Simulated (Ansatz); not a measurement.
# Zone-centre phonons of Al3Cu at 8 GPa: input and output

These are results of DFT PBEsol, scalar-relativistic, plane waves, PAW (Ansatz 0.2.0), not measurements.

Launched with:
```bash
ansatz run input.yaml --threads 1 --pin off --max-ram 3072MiB --backend cpu --events-out ev --progress --plain --runs-dir out
```

Input (bare energies are in eV):
```yaml
crystal:
  lattice:
    - [2.7230525673, 0.0, 0.0]
    - [0.0, 2.7230525673, 0.0]
    - [0.0, 0.0, 7.3959715917]
  atoms:
    - { symbol: Al, position: [0.0, 0.0, 0.5] }
    - { symbol: Al, position: [0.5, 0.5, 0.2242165303] }
    - { symbol: Al, position: [0.5, 0.5, 0.7757834697] }
    - { symbol: Cu, position: [0.0, 0.0, 0.0] }
basis:
  ecutwfc: 420
kpoints:
  mp_grid: { grid: [16, 16, 6] }
hamiltonian:
  xc: pbesol
scf:
  occupations: { method: fermi_dirac, width: 0.15 }
output:
  eigenvalues: true
phonons:
  method: dfpt
  eigenvectors: true
```

Results section of the output:
```
--- Phonons (Γ-DFPT): 6 representative perturbations + reference, on 324 of 1536 k-points (Σ response iterations 19) ---
  k mesh reduced under 4 symmetry operations, with k and −k counted as one. Each operation leaves every solved displacement unchanged or reverses it
  ASR residual: 7.618e-4 → 0.000e0 eV/Å²; symmetrization residual: 4.984e-5 eV/Å²
  ASR residual per site (eV/Å²): 3.54e-5 4.05e-5 4.05e-5 7.62e-4
  Γ frequencies (cm⁻¹): 0.00 0.00 0.00 125.00 125.00 191.58 191.58 222.24 235.68 235.68 281.05 338.19
  non-analytic LO–TO correction: not included (Born effective charges unavailable; polar crystals: no LO–TO splitting at Γ)
```

Time: 2.6 min on 1 thread of Arm Neoverse V2, on a shared host, peak memory 1.3 GiB.

In a metal, frequencies and elastic constants depend on the k mesh and the smearing, soft modes and shear constants most. Other phases may be more stable at this pressure.